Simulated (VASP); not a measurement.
# Te2Mo (P2_1/m) in VASP: further runs

Aim: see how the results for Te2Mo move with the level of theory and the settings. Levels: PBEsol, rev-vdW-DF2. Tasks: relaxation of cell and atoms.

All numbers are computed with VASP 6.6.1; they aren't measurements. Logs are shortened: lines on timing, memory, paths and dates and some standing lists are left out, and cuts for length are marked.

## 1. The structure

Symmetry: P2_1/m, No. 11, monoclinic system. Conventional cell: a = 6.330 Å, b = 3.469 Å, c = 13.860 Å, α = 90.00°, β = 93.92°, γ = 90.00°. Te (site symmetry m) is surrounded by 3 Mo at 2.70 to 2.71 Å. Around Te (site symmetry m) lie 3 Mo at 2.79 to 2.82 Å. Te (site symmetry m) has 3 Mo at 2.70 Å as nearest neighbours. Around Te (site symmetry m) lie 3 Mo at 2.79 to 2.81 Å. Around Mo (site symmetry m) lie 6 Te at 2.70 to 2.81 Å and 2 Mo at 2.90 Å. Around Mo (site symmetry m) lie 6 Te at 2.70 to 2.82 Å and 2 Mo at 2.89 Å.

## 2. Relaxation of cell and atoms, PBEsol

The input, INCAR:

```
  PREC = Accurate
  ENCUT = 600
  EDIFF = 1E-6
  ISMEAR = 0
  SIGMA = 0.03
  LREAL = False
  LASPH = True
  NELM = 80
  ALGO = Normal
  ISIF = 3
  LWAVE = False
  LCHARG = False
  GGA = PS
  IBRION = 2
  NSW = 90
  EDIFFG = -0.01
  KPAR = 4
```

The input, KPOINTS:

```
Automatic mesh
0
Gamma
  4 8 2
```

The input, POSCAR:

```
Te2Mo
1.0
    6.3300000000      0.0000000000      0.0000000000
    0.0000000000      3.4690000000      0.0000000000
   -0.9467947088      0.0000000000     13.8276237937
Te Mo
8 4
Direct
    0.5568000000      0.7500000000      0.3516000000
    0.4432000000      0.2500000000      0.6484000000
    0.5888000000      0.2500000000      0.1045000000
    0.4112000000      0.7500000000      0.8955000000
    0.0970000000      0.7500000000      0.1486000000
    0.9030000000      0.2500000000      0.8514000000
    0.0563000000      0.2500000000      0.3955000000
    0.9437000000      0.7500000000      0.6045000000
    0.3181000000      0.7500000000      0.5066000000
    0.6819000000      0.2500000000      0.4934000000
    0.1833000000      0.2500000000      0.0074000000
    0.8167000000      0.7500000000      0.9926000000
```

Potentials or basis: VASP PAW PBE potentials, release 64 (Te, Mo_sv).

Launch:

```bash
> cat potpaw_PBE.64/Te/POTCAR potpaw_PBE.64/Mo_sv/POTCAR > POTCAR
> mpirun -np 4 vasp_std > vasp.out
```

OUTCAR:

```text
PREC = Accurate
   ENCUT = 600
   EDIFF = 1E-6
   ISMEAR = 0
   LREAL = False
   LASPH = True
   NELM = 80
   ISIF = 3
   GGA = PS
   IBRION = 2
   NSW = 90
   EDIFFG = -0.01

 ion  position               nearest neighbor table
   1  0.557  0.750  0.352-  10 2.70  10 2.70   9 2.71   7 3.62   7 3.62
   2  0.443  0.250  0.648-   9 2.70   9 2.70  10 2.71   8 3.62   8 3.62
   3  0.589  0.250  0.105-  12 2.79  12 2.79  11 2.82   4 3.50   4 3.50   5 3.65   5 3.65   5 3.67
                             5 3.67
   4  0.411  0.750  0.895-  11 2.79  11 2.79  12 2.82   3 3.50   3 3.50   6 3.65   6 3.65   6 3.67
                             6 3.67
   5  0.097  0.750  0.149-  11 2.70  11 2.70  12 2.70   3 3.65   3 3.65   3 3.67   3 3.67
   6  0.903  0.250  0.851-  12 2.70  12 2.70  11 2.70   4 3.65   4 3.65   4 3.67   4 3.67
   7  0.056  0.250  0.395-   9 2.79   9 2.79  10 2.81   8 3.49   8 3.49   1 3.62   1 3.62
   8  0.944  0.750  0.605-  10 2.79  10 2.79   9 2.81   7 3.49   7 3.49   2 3.62   2 3.62
   9  0.318  0.750  0.507-   2 2.70   2 2.70   1 2.71   7 2.79   7 2.79   8 2.81  10 2.90  10 2.90

  10  0.682  0.250  0.493-   1 2.70   1 2.70   2 2.71   8 2.79   8 2.79   7 2.81   9 2.90   9 2.90

  11  0.183  0.250  0.007-   5 2.70   5 2.70   6 2.70   4 2.79   4 2.79   3 2.82  12 2.89  12 2.89

  12  0.817  0.750  0.993-   6 2.70   6 2.70   5 2.70   3 2.79   3 2.79   4 2.82  11 2.89  11 2.89

  LATTYP: Found a simple monoclinic cell.
 ALAT       =     6.3300000000
 B/A-ratio  =     0.5480252765
 C/A-ratio  =     2.1895734597
 COS(beta)  =    -0.0683113066

  Lattice vectors:

 A1 = (   6.3300000000,   0.0000000000,   0.0000000000)
 A2 = (   0.0000000000,   3.4690000000,   0.0000000000)
 A3 = (  -0.9467947088,   0.0000000000,  13.8276237937)

Analysis of symmetry for initial positions (statically):
=====================================================================
 Subroutine PRICEL returns:
 Original cell was already a primitive cell.

 Routine SETGRP: Setting up the symmetry group for a
 simple monoclinic supercell.

 Subroutine GETGRP returns: Found  4 space group operations
 (whereof  2 operations were pure point group operations)
 out of a pool of  4 trial point group operations.

The static configuration has the point symmetry S_2 .
 The point group associated with its full space group is C_2h.

Analysis of symmetry for dynamics (positions and initial velocities):
=====================================================================
 Subroutine PRICEL returns:
 Original cell was already a primitive cell.

 Routine SETGRP: Setting up the symmetry group for a
 simple monoclinic supercell.

 Subroutine GETGRP returns: Found  4 space group operations
 (whereof  2 operations were pure point group operations)
 out of a pool of  4 trial point group operations.

The dynamic configuration has the point symmetry S_2 .
 The point group associated with its full space group is C_2h.

 Subroutine INISYM returns: Found  4 space group operations
 (whereof  2 operations are pure point group operations),
 and found     1 'primitive' translations

----------------------------------------------------------------------------------------

                                     Primitive cell

  volume of cell :     303.6376

  direct lattice vectors                    reciprocal lattice vectors
     6.330000000  0.000000000  0.000000000     0.157977883  0.000000000  0.010816943
     0.000000000  3.469000000  0.000000000     0.000000000  0.288267512  0.000000000
    -0.946794709  0.000000000 13.827623794     0.000000000  0.000000000  0.072319005

  length of vectors
     6.330000000  3.469000000 13.860000000     0.158347775  0.288267512  0.072319005

  position of ions in fractional coordinates (direct lattice)
     0.556800000  0.750000000  0.351600000
     0.443200000  0.250000000  0.648400000
     0.588800000  0.250000000  0.104500000
     0.411200000  0.750000000  0.895500000
     0.097000000  0.750000000  0.148600000
     0.903000000  0.250000000  0.851400000
     0.056300000  0.250000000  0.395500000
     0.943700000  0.750000000  0.604500000
     0.318100000  0.750000000  0.506600000
     0.681900000  0.250000000  0.493400000
     0.183300000  0.250000000  0.007400000
     0.816700000  0.750000000  0.992600000

  ion indices of the primitive-cell ions
   primitive index   ion index
                 1           1
                 2           2
                 3           3
                 4           4
                 5           5
                 6           6
                 7           7
                 8           8
                 9           9
                10          10
                11          11
                12          12

----------------------------------------------------------------------------------------

 KPOINTS: Automatic mesh

Automatic generation of k-mesh.
 Grid dimensions read from file:
 generate k-points for:    4    8    2

 Generating k-lattice:

  Cartesian coordinates                     Fractional coordinates (reciprocal lattice)
     0.039494471  0.000000000  0.002704236     0.250000000  0.000000000  0.000000000
     0.000000000  0.036033439  0.000000000     0.000000000  0.125000000  0.000000000
     0.000000000  0.000000000  0.036159503     0.000000000  0.000000000  0.500000000

  Length of vectors
     0.039586944  0.036033439  0.036159503

  Shift w.r.t. Gamma in fractional coordinates (k-lattice)
     0.000000000  0.000000000  0.000000000

 Subroutine IBZKPT returns following result:
 ===========================================

 Found     30 irreducible k-points:

 Following reciprocal coordinates:
            Coordinates               Weight
  0.000000  0.000000  0.000000      1.000000
  0.250000  0.000000  0.000000      2.000000
  0.500000  0.000000  0.000000      1.000000
  0.000000  0.125000  0.000000      2.000000
  0.250000  0.125000  0.000000      4.000000
  0.500000  0.125000  0.000000      2.000000
[... 16 lines left out ...]
  0.250000  0.250000  0.500000      4.000000
  0.500000  0.250000  0.500000      2.000000
 [... further k-points ...]
   k-points           NKPTS =     30   k-points in BZ     NKDIM =     30   number of bands    NBANDS=     62
   number of dos      NEDOS =    301   number of ions     NIONS =     12
   total plane-waves  NPLWV = 169344
   dimension x,y,z NGX =    54 NGY =   28 NGZ =  112
   dimension x,y,z NGXF=   108 NGYF=   56 NGZF=  224
   ions per type =               8   4
   NGX,Y,Z   is equivalent  to a cutoff of  14.18, 13.42, 13.43 a.u.
   NGXF,Y,Z  is equivalent  to a cutoff of  28.36, 26.84, 26.87 a.u.
 SYSTEM =  unknown system
   PREC   = accura    normal or accurate (medium, high low for compatibility)
   ISTART =      0    job   : 0-new  1-cont  2-samecut
   ICHARG =      2    charge: 1-file 2-atom 10-const
   ISPIN  =      1    spin polarized calculation?
   LNONCOLLINEAR =      F non collinear calculations
   LSORBIT =      F    spin-orbit coupling
   LASPH  =      T    aspherical Exc in radial PAW
   ENCUT  =  600.0 eV  44.10 Ry    6.64 a.u.  12.64  6.93 27.68*2*pi/ulx,y,z
   NELM   =     80;   NELMIN=  2; NELMDL= -5     # of ELM steps
   EDIFF  = 0.1E-05   stopping-criterion for ELM
   LREAL  =      F    real-space projection
   EDIFFG = -.1E-01   stopping-criterion for IOM
   NSW    =     90    number of steps for IOM
   IBRION =      2    ionic relax: 0-MD 1-quasi-New 2-CG
   NFREE  =      1    steps in history (QN), initial steepest desc. (CG)
   ISIF   =      3    stress and relaxation
   ISYM   =      2    0-nonsym 1-usesym 2-fastsym
   POTIM  = 0.5000    time-step for ionic-motion
   TEBEG  =    0.0;   TEEND  =   0.0 temperature during run
   PSTRESS=    0.0 pullay stress
   NELECT =     104.0000    total number of electrons
   NUPDOWN=      -1.0000    fix difference up-down
   EMIN   =  10.00;   EMAX   =-10.00  energy-range for DOS
   EFERMI =   0.00;   METHOD = LEGACY
   ISMEAR =     0;   SIGMA  =   0.03  broadening in eV -4-tet -1-fermi 0-gaus
   EFERMI_NEDOS =   21; number of points for ismear=-14 and -15
   IALGO  =     38    algorithm
   IMIX   =      4    mixing-type and parameters
     AMIX     =   0.40;   BMIX     =  1.00
     AMIX_MAG =   1.60;   BMIX_MAG =  1.00
  volume/ion in A,a.u.               =      25.30       170.75
  Fermi-wavevector in a.u.,A,eV,Ry     =   1.145427  2.164543 17.850885  1.312003
  Thomas-Fermi vector in A             =   2.282115
   LORBIT       =      0    0 simple, 1 ext, 2 COOP (PROOUT), +10 PAW based schemes
   GGA     = PS    functional components
   LHFCALC =     F    Hartree Fock is set to
   AEXX    =    0.0000 exact exchange contribution
   IVDW    =     0    specifies the selected vdW correction
   LEPSILON=     F    determine dielectric tensor
   LRPA    =     F    only Hartree local field effects (RPA)
 conjugate gradient relaxation of ions
 non-spin polarized calculation
 Gauss-broadening in eV      SIGMA  =   0.03
  energy-cutoff  :      600.00
  volume of cell :      303.64
 maximum number of plane-waves:     10184
 NGX is ok and might be reduce to    54
   NGX = 25   NGY = 13   NGZ = 55

--------------------------------------- Ionic step        1  -------------------------------------------

 number of electron     104.0000002 magnetization

 Free energy of the ion-electron system (eV)
  ---------------------------------------------------
  ext. energy  EPLUGINS =         0.00000000
  ---------------------------------------------------
  free energy    TOTEN  =       -78.53981950 eV

  energy without entropy =      -78.53719336  energy(sigma->0) =      -78.53850643

------------------------ aborting loop because EDIFF is reached ----------------------------------------

  FORCE on cell =-STRESS in cart. coord.  units (eV):
  Direction    XX          YY          ZZ          XY          YZ          ZX
  --------------------------------------------------------------------------------------
  -------------------------------------------------------------------------------------
  Total       -2.1930787     -3.0146207     -3.0738493      0.0000000      0.0000000      0.1672105
  in kB      -11.5720214    -15.9069786    -16.2195049      0.0000000      0.0000000      0.8823045
  external PRESSURE =     -14.5661683 kB  Pullay stress =       0.0000000 kB
[... 119 lines left out ...]
  FREE ENERGIE OF THE ION-ELECTRON SYSTEM (eV)
  ---------------------------------------------------
  free  energy   TOTEN  =       -78.5594730564 eV

  energy  without entropy=      -78.5571026581  energy(sigma->0) =      -78.55828786

[... ionic steps 4 to 33 ...]

--------------------------------------- Ionic step       34  -------------------------------------------

 number of electron     103.9999998 magnetization

------------------------ aborting loop because EDIFF is reached ----------------------------------------

  FORCE on cell =-STRESS in cart. coord.  units (eV):
  Direction    XX          YY          ZZ          XY          YZ          ZX
  --------------------------------------------------------------------------------------
  -------------------------------------------------------------------------------------
  Total        0.0580880     -0.0474645     -0.0629345      0.0000000      0.0000000     -0.0200933
  in kB        0.3140059     -0.2565789     -0.3402050      0.0000000      0.0000000     -0.1086185
  external PRESSURE =      -0.0942594 kB  Pullay stress =       0.0000000 kB
[... 77 lines left out ...]
  energy  without entropy=      -78.5722167039  energy(sigma->0) =      -78.57272521

--------------------------------------- Ionic step       36  -------------------------------------------

 number of electron     103.9999998 magnetization

 Free energy of the ion-electron system (eV)
  ---------------------------------------------------
  ext. energy  EPLUGINS =         0.00000000
  ---------------------------------------------------
  free energy    TOTEN  =       -78.57332571 eV

  energy without entropy =      -78.57233916  energy(sigma->0) =      -78.57283244

 E-fermi :   8.4725     XC(G=0): -10.6337

 val. band max:        8.4446311560   @ k =   0.2500   0.0000   0.0000
 cond. band min:       8.4943181063   @ k =   0.0000   0.2500   0.5000
 fundamental gap:      0.0496869503
 Fermi energy:         8.4724569843

 k-point     1 :       0.0000    0.0000    0.0000
  band No.  band energies     occupation
      1     -52.5471      2.00000
      2     -52.5064      2.00000
      3     -52.4838      2.00000
      4     -52.4441      2.00000
      5     -26.8496      2.00000
      6     -26.8083      2.00000
[... 1549 lines left out ...]
     61      10.3711      0.00000
     62      10.4448      0.00000

 [... further k-points ...]
[... 5 lines left out ...]
  --------------------------------------------------------------------------------------
  -------------------------------------------------------------------------------------
  Total        0.1057435      0.0292156     -0.0105268      0.0000000      0.0000000      0.0271883
  in kB        0.5715753      0.1579189     -0.0569006      0.0000000      0.0000000      0.1469609
  external PRESSURE =       0.2241979 kB  Pullay stress =       0.0000000 kB
[... 27 lines left out ...]
  FREE ENERGIE OF THE ION-ELECTRON SYSTEM (eV)
  ---------------------------------------------------
  free  energy   TOTEN  =       -78.5733257107 eV

  energy  without entropy=      -78.5723391650  energy(sigma->0) =      -78.57283244

 reached required accuracy - stopping structural energy minimisation
```

Wall time 67 min (4 MPI ranks of Intel Xeon Platinum 8488C (Sapphire Rapids), shared host); peak memory 0.8 GiB.

Results:

| Item | Value |
| --- | --- |
| Free energy | -78.5733 eV |
| Relaxed volume | 24.70 Å³/atom |
| Relaxed cell | a = 6.332 Å, b = 3.456 Å, c = 13.565 Å, α = 90.00°, β = 93.21°, γ = 90.00° |
| Space group after relaxing (to 0.05 Å) | P2_1/m (No. 11) |
| Energy gained by relaxing | 2.8 meV/atom |
| Ionic steps | 36 |
| Pressure after relaxing | 0.0 GPa |
| Largest force after relaxing | 0.009 eV/Å |
| Band gap on the k mesh | none (metal or under the smearing width) |

Forces in eV/Å, atoms in the order of the input:
```
Te   0.003  0.000 -0.004
Te  -0.003  0.000  0.004
Te   0.003  0.000 -0.003
Te  -0.003  0.000  0.003
Te  -0.006  0.000  0.003
Te   0.006  0.000 -0.003
Te   0.005  0.000 -0.001
Te  -0.005  0.000  0.001
Mo  -0.006  0.000 -0.006
Mo   0.006  0.000  0.006
Mo  -0.002  0.000  0.000
Mo   0.002  0.000  0.000
```

Step by step:
| step | energy change (eV) | largest force (eV/Å) | pressure (GPa) | volume (Å³) |
| --- | --- | --- | --- | --- |
| 1 | 0.0000 | 0.2002 | -1.46 | 303.64 |
| 2 | 0.0377 | 0.5674 | 2.60 | 293.64 |
| 3 | -0.0197 | 0.1160 | 0.02 | 299.90 |
| 4 | -0.0237 | 0.0755 | -0.01 | 299.68 |
| 5 | -0.0258 | 0.1583 | -0.05 | 299.18 |
| 6 | -0.0263 | 0.1081 | -0.04 | 299.33 |
| 7 | -0.0280 | 0.0291 | 0.02 | 298.85 |
| 8 | -0.0280 | 0.0291 | 0.02 | 298.85 |
| 9 | -0.0285 | 0.0248 | -0.07 | 298.91 |
| 10 | -0.0285 | 0.0268 | -0.10 | 298.94 |
| 11 | -0.0288 | 0.0355 | 0.00 | 298.54 |
| 12 | -0.0288 | 0.0438 | 0.04 | 298.37 |
| 13 | -0.0292 | 0.0347 | 0.02 | 298.26 |
| 14 | -0.0297 | 0.0536 | -0.06 | 298.00 |
| 15 | -0.0299 | 0.0488 | -0.06 | 297.85 |
| 16 | -0.0306 | 0.0445 | -0.05 | 297.38 |
| 17 | -0.0313 | 0.0689 | 0.00 | 296.43 |
| 18 | -0.0320 | 0.0356 | -0.01 | 296.15 |
| 19 | -0.0320 | 0.0892 | -0.02 | 295.55 |
| 20 | -0.0323 | 0.0419 | 0.00 | 295.86 |
| 21 | -0.0325 | 0.0263 | 0.02 | 295.79 |
| 22 | -0.0327 | 0.0213 | 0.06 | 295.65 |
| 23 | -0.0328 | 0.0205 | -0.04 | 295.91 |
| 24 | -0.0328 | 0.0197 | -0.05 | 295.87 |
| 25 | -0.0328 | 0.0191 | -0.04 | 295.84 |
| 26 | -0.0329 | 0.0113 | 0.03 | 295.76 |
| 27 | -0.0329 | 0.0123 | 0.03 | 295.75 |
| 28 | -0.0330 | 0.0152 | 0.02 | 295.86 |
| 29 | -0.0330 | 0.0193 | -0.01 | 296.02 |
| 30 | -0.0331 | 0.0139 | -0.01 | 296.09 |
| 31 | -0.0332 | 0.0186 | 0.00 | 296.20 |
| 32 | -0.0333 | 0.0121 | -0.02 | 296.28 |
| 33 | -0.0333 | 0.0184 | -0.04 | 296.42 |
| 34 | -0.0334 | 0.0139 | -0.01 | 296.39 |
| 35 | -0.0334 | 0.0108 | 0.03 | 296.33 |
| 36 | -0.0335 | 0.0087 | 0.02 | 296.41 |

Final structure:
```cif
data_structure
_symmetry_space_group_name_H-M 'P 1'
_symmetry_Int_Tables_number 1
_cell_length_a 6.3322
_cell_length_b 3.4563
_cell_length_c 13.5647
_cell_angle_alpha 90.000
_cell_angle_beta 93.214
_cell_angle_gamma 90.000
_cell_volume 296.41
loop_
_atom_site_label
_atom_site_type_symbol
_atom_site_fract_x
_atom_site_fract_y
_atom_site_fract_z
_atom_site_occupancy
Te1 Te 0.56036 0.75000 0.34889 1
Te2 Te 0.43964 0.25000 0.65111 1
Te3 Te 0.58436 0.25000 0.10400 1
Te4 Te 0.41564 0.75000 0.89600 1
Te5 Te 0.09260 0.75000 0.15133 1
Te6 Te 0.90740 0.25000 0.84867 1
Te7 Te 0.05774 0.25000 0.39576 1
Te8 Te 0.94226 0.75000 0.60424 1
Mo1 Mo 0.31980 0.75000 0.50653 1
Mo2 Mo 0.68020 0.25000 0.49347 1
Mo3 Mo 0.18210 0.25000 0.00723 1
Mo4 Mo 0.81790 0.75000 0.99277 1
```

Levels at points of the mesh, in eV from the Fermi level:
```
           k point  band 50  band 51  band 52  band 53  band 54  band 55
(0.00, 0.00, 0.00)    -0.18     0.09     0.24     0.39     0.67     0.84
(0.50, 0.00, 0.00)    -0.90    -0.56    -0.50    -0.15    -0.10     0.86
(0.00, 0.50, 0.00)    -1.65    -1.45    -1.45     0.97     0.97     1.15
(0.50, 0.50, 0.00)    -1.12    -1.03    -1.03     0.97     0.97     1.05
(0.00, 0.00, 0.50)    -0.06     0.05     0.09     0.41     0.51     0.87
(0.50, 0.00, 0.50)    -0.90    -0.59    -0.37    -0.07    -0.05     0.82
(0.00, 0.50, 0.50)    -1.63    -1.56    -1.56     0.94     0.94     1.14
(0.50, 0.50, 0.50)    -1.12    -1.03    -1.03     0.99     0.99     1.01
```

Caveat: the PAW data sets were made with another functional, which shifts forces and pressure a little. Spin-orbit coupling is left out, which matters for the levels of Te.

(Continued in part 2 of 2.)
